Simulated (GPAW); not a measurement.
Set up this calculation in GPAW 26.7.0, as an ASE script.

| Property | Result |
| --- | --- |
| Task | equation of state |
| Functional | LDA |
| Potentials or basis | the program's PAW data sets (release 1.2.1) made for this functional |
| Cutoff | 600 eV |
| Basis | pw |
| k mesh | 5 × 5 × 2 |
| Occupations | fermi-dirac, width 0.05 eV |
| Spin | no spin polarisation |
| Maxiter | 150 |
| Eos scales | [0.94, 0.96, 0.98, 1.0, 1.02, 1.04, 1.06] |

Crystal: ZnS (Wurtzite-4H).

```xyz
8
Lattice="3.8227 0.0000 0.0000 -1.9114 3.3106 0.0000 0.0000 0.0000 12.5200" Properties=species:S:1:pos:R:3 pbc="T T T"
Zn    1.9114    1.1035    9.3900
Zn    0.0000    2.2070    3.1300
Zn    0.0000    0.0000    6.2600
Zn    0.0000    0.0000    0.0000
S     1.9114    1.1035   11.7375
S     0.0000    2.2070    5.4775
S     0.0000    0.0000    8.6075
S     0.0000    0.0000    2.3475
```

One way to write it, as run:

run.py

```python
from ase import Atoms
from ase.eos import EquationOfState
from ase.io import Trajectory
from ase.units import GPa
from gpaw import GPAW, PW

atoms = Atoms(['Zn', 'Zn', 'Zn', 'Zn', 'S', 'S', 'S', 'S'],
              cell=[[3.8227, 0.0, 0.0],
                    [-1.91135, 3.310555311, 0.0],
                    [0.0, 0.0, 12.52]],
              scaled_positions=[[0.6666666667, 0.3333333333, 0.75],
                                [0.3333333333, 0.6666666667, 0.25],
                                [0.0, 0.0, 0.5],
                                [0.0, 0.0, 0.0],
                                [0.6666666667, 0.3333333333, 0.9375],
                                [0.3333333333, 0.6666666667, 0.4375],
                                [0.0, 0.0, 0.6875],
                                [0.0, 0.0, 0.1875]],
              pbc=True)

traj = Trajectory('eos.traj', 'w')
volumes, energies = [], []
for x in [0.94, 0.96, 0.98, 1.0, 1.02, 1.04, 1.06]:
    a = atoms.copy()
    a.set_cell(atoms.cell * x**(1 / 3), scale_atoms=True)
    calc = GPAW(mode=PW(600),
                xc='LDA',
                kpts={'size': (5, 5, 2), 'gamma': True},
                occupations={'name': 'fermi-dirac', 'width': 0.05},
                nbands=57,
                convergence={'density': 1e-05, 'energy': 1e-05},
                maxiter=150,
                txt=f'eos-{x:.2f}.txt')
    a.calc = calc
    energies.append(a.get_potential_energy(force_consistent=True))
    volumes.append(a.get_volume())
    p = -a.get_stress()[:3].mean() / GPa
    calc.write(f'eos-{x:.2f}.gpw')
    traj.write(a)
    print(f'{x:.2f} {volumes[-1]:10.4f} A^3 {energies[-1]:14.6f} eV {p:9.3f} GPa', flush=True)

v0, e0, B = EquationOfState(volumes, energies, eos='birchmurnaghan').fit()
print(f'V0 = {v0:.4f} A^3, E0 = {e0:.6f} eV, B0 = {B / GPa:.2f} GPa')
```

Potentials or basis: the program's PAW data sets (release 1.2.1) made for this functional, pw.

The run is started by

```console
$ OMP_NUM_THREADS=1 python run.py
```

It gave:

```yaml
Equilibrium_volume: "18.51 Å³/atom (rough: see the caveat)"
Bulk_modulus_at_fixed_shape_and_positions: 87 GPa (rough)
```

Caveat: the k mesh is coarse (spacing up to 0.38 Å⁻¹), so the values aren't converged; the minimum lies outside the volumes run; the cell was scaled at fixed shape and fractional positions, which overstates the stiffness of a crystal with free parameters, most of all of layers and chains.

Run time: 8.3 min on 1 thread of Arm Neoverse V2 (shared host), peak memory 0.54 GiB.
